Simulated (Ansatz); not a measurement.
**In: relaxation of cell and atoms with BLYP+D4**

The system is In.

```
CELL_PARAMETERS angstrom
-1.62547 1.62547 2.47370
1.62547 -1.62547 2.47370
1.62547 1.62547 -2.47370
ATOMIC_POSITIONS crystal
In 0.00000 0.00000 0.00000
```

```yaml
Program: Ansatz 0.2.0
Task: relaxation of cell and atoms
Functional: BLYP
Dispersion: D4
Potentials_or_basis: Ansatz PAW
Cutoff: 420 eV
Density_cutoff: 1680 eV
k_mesh: 10 × 10 × 10
Occupations: fermi-dirac, width 0.1 eV
Spin: spin-orbit coupling, no magnetisation
Driver: calculator
Optimizer: FIRE
Fmax: 0.05
Steps: 30
Filter: UnitCellFilter
```

The relaxed volume is 27.45 Å³/atom, the relaxed cell is a = 3.380 Å, b = 3.380 Å, c = 3.380 Å, α = 119.65°, β = 119.65°, γ = 90.61° and the space group after relaxing (to 0.05 Å) is I4/mmm (No. 139). The energy gained by relaxing is 16.0 meV/atom and the ionic steps are 19. The pressure after relaxing is 0.0 GPa.

Stress tensor (GPa, compression positive):
```
-0.05  0.00  0.00
 0.00 -0.05  0.00
 0.00  0.00  0.23
```

Step by step:
| step | energy change (eV) | largest force (eV/Å) | pressure (GPa) | volume (Å³) |
| --- | --- | --- | --- | --- |
| 1 | 0.0000 | 0.0000 | 2.04 | 26.14 |
| 2 | -0.0037 | 0.0000 | 1.61 | 26.41 |
| 3 | -0.0085 | 0.0000 | 0.89 | 26.88 |
| 4 | -0.0118 | 0.0000 | 0.08 | 27.47 |
| 5 | -0.0126 | 0.0000 | -0.59 | 28.02 |
| 6 | -0.0127 | 0.0000 | -0.56 | 28.00 |
| 7 | -0.0129 | 0.0000 | -0.52 | 27.96 |
| 8 | -0.0133 | 0.0000 | -0.46 | 27.90 |
| 9 | -0.0137 | 0.0000 | -0.37 | 27.82 |
| 10 | -0.0141 | 0.0000 | -0.28 | 27.73 |
| 11 | -0.0145 | 0.0000 | -0.17 | 27.64 |
| 12 | -0.0148 | 0.0000 | -0.05 | 27.54 |
| 13 | -0.0151 | 0.0000 | 0.07 | 27.43 |
| 14 | -0.0154 | 0.0000 | 0.19 | 27.34 |
| 15 | -0.0156 | 0.0000 | 0.28 | 27.26 |
| 16 | -0.0158 | 0.0000 | 0.32 | 27.23 |
| 17 | -0.0160 | 0.0000 | 0.30 | 27.25 |
| 18 | -0.0161 | 0.0000 | 0.21 | 27.32 |
| 19 | -0.0160 | 0.0000 | 0.05 | 27.45 |

Final structure:
```yaml
crystal:
  lattice:
    - [-1.69897, 1.69897, 2.37719]
    - [1.69897, -1.69897, 2.37719]
    - [1.69897, 1.69897, -2.37719]
  atoms:
    - { symbol: In, position: [0.00000, 0.00000, 0.00000] }
```

Wall time 2.3 min on 2 threads of Arm Neoverse N1, with other jobs on the host, peak memory 0.56 GiB.

Caveat: the potentials were made for another functional, which shifts forces and pressure; the thresholds are loose for stress. Zero-point motion and thermal expansion aren't in these numbers.
